# How hard does stretched PbS pull back?

## The question

Lead sulfide in the rocksalt structure has been computed in cells from strongly compressed to clearly stretched. What pressure belongs to the largest cell, at 30.510 Å³/atom? In the table, positive pressure means that the crystal pushes outwards, and negative pressure means that it is under tension and pulls inwards.

Rocksalt PbS at a series of fixed volumes, computed with Ansatz 0.2.0 using density functional theory (PBE), PAW potentials and plane waves up to 420 eV, without spin polarisation or spin–orbit coupling. The k mesh is 8×8×8, with Fermi–Dirac smearing of width 0.02 eV. Pressure is positive in compression.

```tsv
volume (Å³/atom)	shortest distance (Å)	pressure (GPa)
21.946	2.800	17.250
22.269	2.813	15.550
22.855	2.838	12.760
23.673	2.871	9.410
25.444	2.941	3.860
26.213	2.971	1.930
26.657	2.987	0.940
27.874	3.032	-1.370
29.658	3.095	-3.890
30.428	3.122	-4.730
30.510	3.125	?
```

Symmetry fixes every atom and keeps the cell cubic, so volume is the only part of the structure that changes. It also makes the stress the same along all three axes, so a single pressure describes it.

## Why the curve flattens

Pressure is the slope of the energy $E$ with respect to volume $V$, with its sign reversed: $P=-\mathrm{d}E/\mathrm{d}V$. It falls at every known step, but ever more slowly. Between the two smallest cells it drops by 5.3 GPa for each Å³/atom, and between the two largest known cells by only 1.1. The shortest Pb–S distance differs by only about a tenth between these two ends, so stiffness depends strongly on bond length.

Theory gives the reason. When filled electron shells overlap, their repulsion rises steeply as the ions approach, while the attraction that binds the crystal varies more gently with distance. Squeezing therefore meets a wall, and stretching meets a slope that becomes easier. The table shows the resulting softening but does not separate the two forces.

A single NaCl molecule in the gas phase behaves in a similar way: its bond resists shortening more strongly than lengthening. The comparison covers the lopsided energy well only. A molecule has no energy bands spread over a crystal, and these will matter below.

## A model for the softening

The Birch–Murnaghan equation expands the energy in powers of strain, here to third order, and differentiates it:

$$P=\tfrac32 B_0\,x^5(x^2-1)\left[1+\tfrac34(B'-4)(x^2-1)\right],\qquad x=\left(\frac{V_0}{V}\right)^{1/3}$$

Here $V_0$ is the volume at zero pressure, $B_0$ the bulk modulus there, and $B'$ the rate at which the bulk modulus grows with pressure. A least-squares fit to the ten known rows gives $V_0=27.12$ Å³/atom, $B_0=52.3$ GPa and $B'\approx4.2$. The last value shifts with the choice of fitted cells, so it should not be read too finely. PBE also tends to make such crystals slightly too large, so real rocksalt PbS at the same volume should push outwards less, or pull inwards more, than the table says.

## The forecast

For the largest cell, $x^2=(27.12/30.510)^{2/3}=0.924$, and the equation gives about −4.82 GPa. At the neighbouring cell, 30.428 Å³/atom, it differs from the computed pressure by less than 0.01 GPa. Such a small error should hardly change over so short a distance. I therefore keep the neighbour's computed pressure and take only the change from the model:

$$P(30.510)\approx-4.73-0.084\approx-4.81\ \text{GPa}$$

The honest range is −4.84 to −4.78 GPa, which allows for rounding, an uncertain slope and small irregularities from the finite basis. The tension should grow slightly, by somewhat less than a straight line through the last two known rows would give. This is a short step beyond the known cells, and so a mild test.

## The result

The withheld rows as computed:

```tsv
volume (Å³/atom)	shortest distance (Å)	pressure (GPa)
30.510	3.125	-4.810
```

The computed pressure is −4.81 GPa, so the forecast agrees to the 0.01 GPa to which the pressures are rounded. The straight line gives −4.82 GPa. The two forecasts differ by only about half of that rounding step, so the table cannot tell them apart. The unrounded outputs can: over the last step the pressure changes by 0.081 GPa, closer to the model's 0.084 than to the straight line's 0.089. The crystal does go on softening.

What matters is using the stiffness of the stretched crystal. At zero pressure the slope is $-B_0/V_0=-52.3/27.12\approx-1.9$ GPa per Å³/atom. Over the last 0.082 Å³/atom that would add about 0.16 GPa of tension, nearly twice the change the model predicts. The bulk modulus at zero pressure therefore overstates how fast tension builds up in an already stretched crystal.

A simpler equation with $B'$ fixed at 4, fitted to the same ten rows and used directly, without the neighbour's computed pressure, gives −4.90 GPa and falls outside the range. It misses the neighbouring cell by almost the same amount, so anchoring would bring it inside too. With one coefficient fewer, it has less freedom to follow both the steep compressed side and the soft stretched side.

## Where the same equation fails

The success on the stretched side does not carry over to compression. Fitted only to the six known cells above 24 Å³/atom, the three-coefficient equation follows them to a few thousandths of a GPa. At 23.673 Å³/atom, however, it already predicts 0.24 GPa too much pressure.

The electrons suggest why. On the mesh of electron wave vectors used in the calculation, the gap between filled and empty bands shrinks from 0.261 eV at 25.444 Å³/atom to 0.055 eV at 23.673, and widens again on further compression. Reversing its sign below about 24 Å³/atom turns these gaps into one smooth curve. This is the mark of two bands that have exchanged order at L, a point on the boundary of the crystal's wave-vector space. A finer search, run for three of the four cells concerned, finds practically no gap just beside L in any of the three, so the mesh gaps there are not the true gaps.

After the exchange, electrons at L occupy the level that has become the lower one. The energy then rises less on compression than it would had the old order remained, so the pressure is lower. L accounts for 4 of the 512 mesh points, each holding two electrons in the band concerned. With two atoms per cell, the expected drop is

$$\Delta P\approx2\cdot\frac{4}{512}\cdot\frac{0.261+0.055}{2\,(25.444-23.673)}\approx0.0014\ \text{eV/Å}^3\approx0.22\ \text{GPa}$$

This is close to the miss of 0.24 GPa, though the estimate assumes a complete exchange, which the smearing of the occupations softens. It points to a weakness of the mesh: a whole mesh point changes over at once, whereas with continuous wave vectors the exchange would start in a tiny region around L and spread. A denser mesh would test this. Real PbS leaves the rocksalt structure at a few GPa, so these compressed cells describe a crystal that the calculation holds in that structure. The stretched cells are held in it too: symmetry keeps the forces on their atoms at zero, whether or not a shifted arrangement would have a lower energy.

By the smallest cell the miss has grown to 0.50 GPa. The gap changes faster with volume there, which raises the estimate; the rest may come from stretching a third-order expansion too far, which is a guess. The volume at which the bands exchange is itself uncertain: spin-orbit coupling, absent here, would shift it, and so would correcting PBE's usual underestimate of band gaps.

For a neighbouring lead salt, the same reasoning suggests a stiff compressed side and a soft stretched side. A pressure curve can be extended safely over a short step when the filled bands keep their order. Where a small gap closes, even a smooth-looking curve deserves a check of the bands.
